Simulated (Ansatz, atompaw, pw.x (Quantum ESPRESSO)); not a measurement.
## pw.x on sc W: one setting changed

Potential: PAW, atompaw 4.2.0.5, PBE; core [Kr] 4d10 4f14 5s2, reference 5p6 5d4.5 6s1.5 6p0; waves: 6s (bound): rc 2.30 bohr; 6s channel at 5 Ry: rc 2.60 bohr; 5p (bound): rc 1.95 bohr; 6p (bound, empty): rc 2.00 bohr; 5d (bound): rc 2.60 bohr; 5d channel at 2.65 Ry: rc 2.60 bohr; local part: bessel scheme, radius 1.90 bohr; core correction: smooth core density matched at 2.05 bohr; augmentation: besselshape compensation charge, radius 1.90 bohr; PAW radius 2.60 bohr; waves and projectors: custom rrkj vanderbiltortho.

The reference run (k-mesh 12³, cutoffs 50/500 Ry, Fermi–Dirac 0.01 Ry, mixing_beta 0.4, conv_thr 1e-9, no spin) gives -0.33 GPa at 18.539 Å³/atom, where all-electron LAPW gives -2.09 GPa. This run, with its own iteration cap, changes k-mesh points per axis to 8.

```
&control
  calculation='scf', prefix='x', pseudo_dir='./', outdir='./tmp', tstress=.true., disk_io='none'
/
&system
  ibrav=0, nat=1, ntyp=1, ecutwfc=50, ecutrho=500, nbnd=14,
  occupations='smearing', smearing='fd', degauss=0.01
/
&electrons
  conv_thr=1e-09, mixing_beta=0.4, electron_maxstep=60
/
ATOMIC_SPECIES
W 1.0 W.UPF
CELL_PARAMETERS angstrom
  2.64664343 0.00000000 0.00000000
  0.00000000 2.64664343 0.00000000
  0.00000000 0.00000000 2.64664343
ATOMIC_POSITIONS crystal
W 0.0000 0.0000 0.0000
K_POINTS automatic
8 8 8 0 0 0
```

```bash
pw.x < W.scf.in > W.scf.out
```

Q: How does the run end?

A: It converges in 9 iterations; the free energy moves by +67.3 meV/atom and the pressure by +1.58 GPa.

```
Message from routine setup:
     using ibrav=0 with symmetry is DISCOURAGED, use correct ibrav instead
     lattice parameter (alat)  =       5.0014  a.u.
     unit-cell volume          =     125.1074 (a.u.)^3
     number of electrons       =        12.00
     number of Kohn-Sham states=           14
     kinetic-energy cutoff     =      50.0000  Ry
     charge density cutoff     =     500.0000  Ry
     scf convergence threshold =      1.0E-09
     Exchange-correlation= SLA PW PBX PBC
     number of k points=    35  Fermi-Dirac smearing, width (Ry)=  0.0100
     iteration #  1     ecut=    50.00 Ry     beta= 0.40
     total energy              =    -720.37108218 Ry
     estimated scf accuracy    <       0.06950927 Ry
     iteration #  2     ecut=    50.00 Ry     beta= 0.40
     total energy              =    -720.37399609 Ry
     estimated scf accuracy    <       0.00954626 Ry
     iteration #  3     ecut=    50.00 Ry     beta= 0.40
     total energy              =    -720.37581312 Ry
     estimated scf accuracy    <       0.00102282 Ry
     iteration #  4     ecut=    50.00 Ry     beta= 0.40
     total energy              =    -720.37592295 Ry
     estimated scf accuracy    <       0.00003202 Ry
     iteration #  5     ecut=    50.00 Ry     beta= 0.40
     total energy              =    -720.37594593 Ry
     estimated scf accuracy    <       0.00000725 Ry
     iteration #  6     ecut=    50.00 Ry     beta= 0.40
     total energy              =    -720.37594684 Ry
     estimated scf accuracy    <       0.00000004 Ry
     iteration #  7     ecut=    50.00 Ry     beta= 0.40
     total energy              =    -720.37594685 Ry
     estimated scf accuracy    <       0.00000033 Ry
     iteration #  8     ecut=    50.00 Ry     beta= 0.40
     total energy              =    -720.37594689 Ry
     estimated scf accuracy    <          3.7E-09 Ry
     iteration #  9     ecut=    50.00 Ry     beta= 0.40
     the Fermi energy is    17.2576 ev
!    total energy              =    -720.37594689 Ry
     estimated scf accuracy    <          1.6E-11 Ry
     smearing contrib. (-TS)   =      -0.00477685 Ry
     The total energy is F=E-TS. E is the sum of the following terms:
     one-electron contribution =      -3.98479469 Ry
     hartree contribution      =      12.63245549 Ry
     xc contribution           =     -13.37744240 Ry
     ewald contribution        =     -81.69078371 Ry
     one-center paw contrib.   =    -633.95060473 Ry
     convergence has been achieved in   9 iterations
          total   stress  (Ry/bohr**3)                   (kbar)     P=       12.52
     Message from routine punch:
     Nothing written, as per user request (disk_io='none')
```

The run took about 9.8 s on one core of a shared host (Intel(R) Xeon(R) 6975P-C, 192 threads, 756 GiB, load 112).
